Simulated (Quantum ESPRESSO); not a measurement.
Crystal: RuS2 (Laurite).

```xyz
12
Lattice="5.6106 0.0000 0.0000 0.0000 5.6106 0.0000 0.0000 0.0000 5.6106" Properties=species:S:1:pos:R:3 pbc="T T T"
Ru    0.0000    2.8053    2.8053
Ru    2.8053    2.8053    0.0000
Ru    2.8053    0.0000    2.8053
Ru    0.0000    0.0000    0.0000
S     2.1787    0.6266    4.9840
S     0.6266    4.9840    2.1787
S     4.9840    2.1787    0.6266
S     3.4319    3.4319    3.4319
S     3.4319    4.9840    0.6266
S     4.9840    0.6266    3.4319
S     0.6266    3.4319    4.9840
S     2.1787    2.1787    2.1787
```

Base run:

```yaml
Program: Quantum ESPRESSO 7.5
Functional: PBE
Potentials_or_basis: SSSP 1.3 efficiency PBE
Cutoff: 816 eV
Density_cutoff: 5987 eV
k_mesh: 5 × 5 × 5
Occupations: fermi-dirac, width 0.05 eV
Spin: no spin polarisation
```

Its results: band gap on the k mesh 0.76 eV, indirect (least direct gap 0.97 eV); pressure 3.6 GPa; largest force 0.247 eV/Å.

Problem. The run is repeated on the same cell with these changes: functional from PBE to LDA; potentials or basis from SSSP 1.3 efficiency PBE to GBRV 1.5 LDA; cutoff from 816 eV to 612 eV; density cutoff from 5987 eV to 4898 eV. What comes out?

Solution. Band gap on the k mesh 0.70 eV, indirect (least direct gap 0.92 eV); pressure -6.3 GPa; largest force 0.368 eV/Å.

Caveats: an odd mesh through Γ misses points on the zone boundary, where band edges often lie (some runs); some levels on the path didn't converge (some runs).

Not every run made on this cell is shown here.
